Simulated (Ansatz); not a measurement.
Input and command of a calculation in Ansatz (plane waves; scalar-relativistic PAW potentials unless the input names others):

```yaml
crystal:
  lattice:
    - [3.3535862096, 0.0, 0.0]
    - [-1.6767931048, 2.9042908513, 0.0]
    - [0.0, 0.0, 11.1693507004]
  atoms:
    - { symbol: In, position: [0.0, 0.0, 0.0] }
    - { symbol: In, position: [0.3333333333, 0.6666666667, 0.25] }
    - { symbol: In, position: [0.0, 0.0, 0.5] }
    - { symbol: In, position: [0.6666666667, 0.3333333333, 0.75] }
basis:
  ecutrho_ratio: 4
kpoints:
  mp_grid: { grid: [12, 12, 4] }
hamiltonian:
  xc: r2scan
scf:
  occupations: { method: gaussian, width: 0.1 }
output:
  forces: true
  eigenvalues: true
  stress: true
relax:
  adjacent_minimum: "off"
  f_tol: 0.01
  max_steps: 60
  cell: { stress_tol: 0.1 }
```

```bash
ansatz run input.yaml --threads 1 --pin off --max-ram 2560MiB --backend cpu --events-out ev --progress --plain --runs-dir out
```

Abridged log:
```
Basis set: ecut = 500 eV, 2705 PW (Γ), exchange–correlation on 100×100×360 points (64 copies of the dense FFT grid, shifted against one another)
Bands: 32, of which v1, the nominal top of the filled ones, is band 26 counted from 1 (25 counted from 0)
Symmetry: 24 space group operations
k-points: 57 of 576
SCF iter   1: F=—  HF=-22447.231778 eV  |F-HF|=—  |Δ(HF+E_count)|=         —  Δρ=7.98e-3  dr2=3.83e-2  dr2_τ=4.34e-3  ethr=1.77e-3  ⟨swp⟩=6.4  Hψ=8217  notcnv=0  defer=2
SCF iter   2: F=—  HF=-22447.244303 eV  |F-HF|=—  |Δ(HF+E_count)|=   1.25e-2  Δρ=3.50e-3  dr2=7.94e-3  dr2_τ=3.21e-4  ethr=7.36e-5  ⟨swp⟩=2.5  Hψ=3911  notcnv=0  defer=69
SCF iter   3: F=—  HF=-22447.244279 eV  |F-HF|=—  |Δ(HF+E_count)|=   2.47e-5  Δρ=7.25e-4  dr2=6.73e-4  dr2_τ=7.09e-6  ethr=1.53e-5  ⟨swp⟩=2.9  Hψ=3246  notcnv=0  defer=69
SCF iter   4: F=—  HF=-22447.244602 eV  |F-HF|=—  |Δ(HF+E_count)|=   3.23e-4  Δρ=2.28e-4  dr2=9.44e-5  dr2_τ=7.55e-7  ethr=1.29e-6  ⟨swp⟩=2.0  Hψ=2128  notcnv=0  defer=69
SCF iter   5: F=—  HF=-22447.244649 eV  |F-HF|=—  |Δ(HF+E_count)|=   4.75e-5  Δρ=6.37e-5  dr2=3.96e-6  dr2_τ=1.44e-7  ethr=1.81e-7  ⟨swp⟩=2.1  Hψ=3091  notcnv=0  defer=69
SCF iter   6: F=—  HF=-22447.244652 eV  |F-HF|=—  |Δ(HF+E_count)|=   2.81e-6  Δρ=1.69e-5  dr2=2.68e-7  dr2_τ=2.78e-9  ethr=7.62e-9  ⟨swp⟩=2.0  Hψ=3243  notcnv=0  defer=69
SCF iter   7: F=-22447.244652 eV  HF=-22447.244652 eV  |F-HF|=2.67e-8  |Δ(HF+E_count)|=   2.88e-7  Δρ=4.69e-6  dr2=2.43e-8  dr2_τ=2.41e-10  ethr=1.92e-10  ⟨swp⟩=9.0  Hψ=7656  notcnv=0
SCF 1 converged in 7 iterations: F = -22447.244652 eV  dr2 = 2.43e-8
relax step   1: F+E_penalty+E_count = -22447.24465238 eV  Δ(F+E_penalty+E_count) = +0.000e0 eV  max|allowed force component| = 1.480e-16 eV/Å  Δτ_max = 0.0000 Å  P = -1.295 GPa  Ω = 108.787 Å³  (7 SCF iters, dr2 threshold 1.00e-7 eV, accepted)
Crystal: 4 atoms, lattice volume = 105.204 Å³
Basis set: ecut = 500 eV, 2633 PW (Γ), exchange–correlation on 100×100×360 points (64 copies of the dense FFT grid, shifted against one another)
Initial density: handed on by an earlier stage of this run
Initial wavefunctions: those handed on with the density
SCF iter   1: F=—  HF=-22447.191424 eV  |F-HF|=—  |Δ(HF+E_count)|=         —  Δρ=4.82e-4  dr2=3.38e-4  dr2_τ=2.00e-2  ethr=4.40e-7  ⟨swp⟩=3.0  Hψ=11503  notcnv=0
   ...
SCF iter   3: F=—  HF=-22447.262697 eV  |F-HF|=—  |Δ(HF+E_count)|=   8.38e-6  Δρ=5.91e-5  dr2=4.92e-6  dr2_τ=7.55e-8  ethr=2.04e-8  ⟨swp⟩=2.0  Hψ=2169  notcnv=0
SCF iter   4: F=—  HF=-22447.262700 eV  |F-HF|=—  |Δ(HF+E_count)|=   3.12e-6  Δρ=2.12e-5  dr2=6.57e-7  dr2_τ=2.45e-9  ethr=9.46e-9  ⟨swp⟩=2.5  Hψ=2806  notcnv=0
SCF iter   5: F=-22447.262700 eV  HF=-22447.262700 eV  |F-HF|=1.44e-8  |Δ(HF+E_count)|=   1.76e-7  Δρ=1.11e-5  dr2=2.07e-7  dr2_τ=9.04e-10  ethr=5.08e-10  ⟨swp⟩=5.7  Hψ=6989  notcnv=0
SCF 3 converged in 5 iterations: F = -22447.262700 eV  dr2 = 2.07e-7
relax step   3: F+E_penalty+E_count = -22447.26270032 eV  Δ(F+E_penalty+E_count) = -7.536e-4 eV  max|allowed force component| = 1.388e-16 eV/Å  Δτ_max = 0.0000 Å  P = +0.060 GPa  Ω = 105.042 Å³  energy of the carried Pulay correction = +4.461e-4 eV  (5 SCF iters, dr2 threshold 2.64e-7 eV, accepted)
Basis set: ecut = 500 eV, 2643 PW (Γ), exchange–correlation on 100×100×320 points (64 copies of the dense FFT grid, shifted against one another)
Initial wavefunctions: pseudopotential atomic-orbital guess (no wavefunctions were taken with the density)
SCF iter   1: F=—  HF=-22447.262325 eV  |F-HF|=—  |Δ(HF+E_count)|=         —  Δρ=3.54e-5  dr2=3.62e-7  dr2_τ=9.54e-7  ethr=1.49e-7  ⟨swp⟩=3.4  Hψ=12749  notcnv=0
SCF iter   2: F=—  HF=-22447.262325 eV  |F-HF|=—  |Δ(HF+E_count)|=   4.18e-7  Δρ=1.94e-5  dr2=1.62e-7  dr2_τ=2.26e-8  ethr=6.96e-10  ⟨swp⟩=2.3  Hψ=3309  notcnv=0
SCF iter   3: F=—  HF=-22447.262325 eV  |F-HF|=—  |Δ(HF+E_count)|=   1.65e-7  Δρ=3.45e-6  dr2=2.05e-8  dr2_τ=2.67e-10  ethr=3.11e-10  ⟨swp⟩=2.1  Hψ=2343  notcnv=0
SCF iter   4: F=—  HF=-22447.262325 eV  |F-HF|=—  |Δ(HF+E_count)|=   6.73e-9  Δρ=1.20e-6  dr2=1.18e-9  dr2_τ=6.88e-11  ethr=3.94e-11  ⟨swp⟩=2.9  Hψ=3323  notcnv=0
SCF iter   5: F=-22447.262325 eV  HF=-22447.262325 eV  |F-HF|=1.82e-11  |Δ(HF+E_count)|=   1.40e-9  Δρ=1.64e-7  dr2=2.11e-11  dr2_τ=1.47e-12  ethr=1.00e-12  ⟨swp⟩=3.4  Hψ=7948  notcnv=0
SCF 4 converged in 5 iterations: F = -22447.262325 eV  dr2 = 2.11e-11
SCF converged after 5 iterations
Free energy (F): -22447.262325 eV
Harris-Foulkes:  -22447.262325 eV  (|F-HF|=1.82e-11)
Internal energy: -22447.257218 eV  (E = F + TS)
E sigma→0 (E₀):  -22447.259772 eV
Entropy (-TS):   -0.005107 eV (-1.277 meV/atom)
Fermi energy:    10.156966 eV
--- Forces (eV/Å), atoms counted from 1 ---
  atom   1  In     0.00000000     0.00000000     0.00000000
  atom   2  In     0.00000000     0.00000000     0.00000000
  atom   3  In     0.00000000     0.00000000     0.00000000
  atom   4  In     0.00000000     0.00000000     0.00000000
--- Stress (GPa, compression-positive) ---
        0.060373       0.000000       0.000000
        0.000000       0.060373       0.000000
        0.000000       0.000000       0.043744
  P = ⅓ Tr σ = 0.0548 GPa (0.548 kbar)
--- Relaxed structure (3 steps of the walk, 3 accepted, 1 SCFs on fresh bases) ---
  F+E_penalty+E_count = -22447.26232549 eV   max|allowed force component| = 8.327e-17 eV/Å   (the final SCF, on the basis selected at the relaxed cell)
  cell:  # Å, volume = 105.0422 Å³
    - [3.33024032, 0.0, 0.0]
    - [-1.66512016, 2.88407271, 0.0]
    - [0.0, 0.0, 10.93658897]
  atoms:
    - { symbol: In, position: [0.0, 0.0, 0.0] }
    - { symbol: In, position: [0.33333333, 0.66666666, 0.25] }
    - { symbol: In, position: [0.0, 0.0, 0.5] }
    - { symbol: In, position: [0.66666666, 0.33333333, 0.75] }
```

Apart from outputs and empty bands, the input differs from a reference run on usual settings in basis.ecutrho_ratio: not typed → 4; hamiltonian.xc: "pbe" → "r2scan"; basis.ecutwfc: 420 → not typed. The reference, at the same start, ended its own course with a relaxed volume of 27.51 Å³/atom, pressure -0.02 GPa, largest force 0.000 eV/Å, no gap on the mesh. This run converged in 22 SCF iterations over all its steps (reference: 24) with a total energy on another zero, a relaxed volume of 26.26 Å³/atom, pressure 0.05 GPa, largest force 0.000 eV/Å, no gap on the mesh.

It took 51 s on 1 thread of Intel(R) Xeon(R) 6975P-C (Granite Rapids) (shared host), peak memory 0.77 GiB.